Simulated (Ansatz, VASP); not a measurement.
# Bi3S5: VASP beside Ansatz

```
Bi S
1.0
     7.72135    0.00000    0.00000
    -3.86067    6.68688    0.00000
     0.00000    0.00000    3.59310
Bi S
3 5
Direct
  0.67645 0.00000 0.50000
  0.00000 0.67645 0.50000
  0.32355 0.32355 0.50000
  0.25154 0.00000 0.00000
  0.00000 0.25154 0.00000
  0.74846 0.74846 0.00000
  0.33333 0.66667 0.00000
  0.66667 0.33333 0.00000
```

Change from the starting cell: species swapped into the Ce3Pd5 type (P-62m, No. 189).

Alike in both runs: functional PBE; k mesh 3 × 3 × 4; occupations gaussian, width 0.1 eV; no spin polarisation.

Ansatz relaxed the structure, and its values are those at the end. VASP's run is a single point on that final structure, the one shown.

```csv
,VASP,Ansatz
version,VASP 6.6.1,Ansatz 0.2.0
potentials or method,"VASP PAW PBE potentials, release 64 (Bi_d, S)","scalar-relativistic, plane waves, PAW"
plane-wave cutoff (eV),520,420
valence electrons in the cell,75,75
```

```csv
,VASP,Ansatz,Ansatz less VASP
gap on the k mesh at the Fermi level (eV),none,none,-
pressure (GPa),0.0,0.0,+0.07
```

A gap of «none» marks a metal or a gap that the smearing closes.

Caveats: the k mesh is coarse (spacing up to 0.44 Å⁻¹), so the values aren't converged; spin-orbit coupling is left out, which moves the levels of the heavy elements.
